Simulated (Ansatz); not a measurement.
## Fe: relaxation of cell and atoms with PBEsol

The system is Fe.

```
Fe
1.0
    -1.44300    1.44300    1.44300
     1.44300   -1.44300    1.44300
     1.44300    1.44300   -1.44300
Fe
1
Direct
  0.00000 0.00000 0.00000
```

```
Program             : Ansatz 0.2.0
Task                : relaxation of cell and atoms
Functional          : PBEsol
Potentials or basis : all-electron LAPW, scalar-relativistic
Basis error allowed : 0.001 eV/atom
k mesh              : 13 × 13 × 13
Occupations         : fermi-dirac, width 0.05 eV
Spin                : collinear spin, ferromagnetic start
Starting moments    : [3.0] μB
```

| Item | Value |
| --- | --- |
| Relaxed volume | 10.79 Å³/atom |
| Relaxed cell | a = 2.411 Å, b = 2.411 Å, c = 2.411 Å, α = 109.47°, β = 109.47°, γ = 109.47° |
| Space group after relaxing (to 0.05 Å) | Im-3m (No. 229) |
| Energy gained by relaxing | 80.0 meV/atom |
| Ionic steps | 6 |
| Pressure after relaxing | 0.0 GPa |
| Net moment | 2.05 μB per cell |
| Absolute moment | 2.14 μB per cell |
| Site moments | Fe +2.10 μB |

The path:
```csv
step,energy change (eV),largest force (eV/Å),volume (Å³)
1,0.0000,0.0000,12.02
2,-0.0680,0.0000,11.23
3,-0.0784,0.0000,10.64
4,-0.0800,0.0000,10.80
5,-0.0800,0.0000,10.79
6,-0.0800,0.0000,10.79
```

Final structure:
```
Fe
1.0
    -1.39204    1.39204    1.39204
     1.39204   -1.39204    1.39204
     1.39204    1.39204   -1.39204
Fe
1
Direct
  0.00000 0.00000 0.00000
```

It took 83 s on 2 threads of Intel(R) Xeon(R) Processor @ 2.50GHz (Skylake/Cascade Lake), with other jobs on the host, peak memory 0.39 GiB.
